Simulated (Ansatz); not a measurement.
LaAlO3:
```yaml
crystal:
  lattice:
    - [3.81240, 0.00000, 0.00000]
    - [0.00000, 3.81240, 0.00000]
    - [0.00000, 0.00000, 3.81240]
  atoms:
    - { symbol: O, position: [0.50000, 0.00000, 0.00000] }
    - { symbol: O, position: [0.00000, 0.50000, 0.00000] }
    - { symbol: O, position: [0.00000, 0.00000, 0.50000] }
    - { symbol: Al, position: [0.00000, 0.00000, 0.00000] }
    - { symbol: La, position: [0.50000, 0.50000, 0.50000] }
```

Relaxed with PBE. Special points in fractions of this cell's reciprocal vectors: Γ (0.000, 0.000, 0.000); X (0.000, 0.500, 0.000); M (0.500, 0.500, 0.000); R (0.500, 0.500, 0.500).

### Question
List the band energies nearest the valence-band maximum at these points for PBE in the plane-wave PAW code Ansatz.

### Answer
In eV from the valence-band maximum; about four levels below and three above (degenerate sets whole), none deeper than 8.9 eV; points with the same levels are listed once.

```tsv
k	below	above
Γ	-1.40 -1.40 -1.40 -0.13 -0.13 -0.13	3.50 3.50 4.48
X	-1.62 -1.62 -1.05 -1.05	4.20 4.32 4.49
M	-1.46 -1.30 -1.30 -0.02	4.21 4.21 4.49
R	-1.42 -1.42 0.00 0.00 0.00	4.35 4.35 4.35
```

Space group Pm-3m (cubic perovskite). This is a known high-temperature phase of the composition, computed here at zero pressure and temperature. Symmetry was held in the PBE relaxation. At this level the phase is dynamically unstable (imaginary phonons). Scalar-relativistic: spin–orbit coupling is off unless named, which matters more the heavier the elements.

Potentials: the later of the program's two PAW sets.
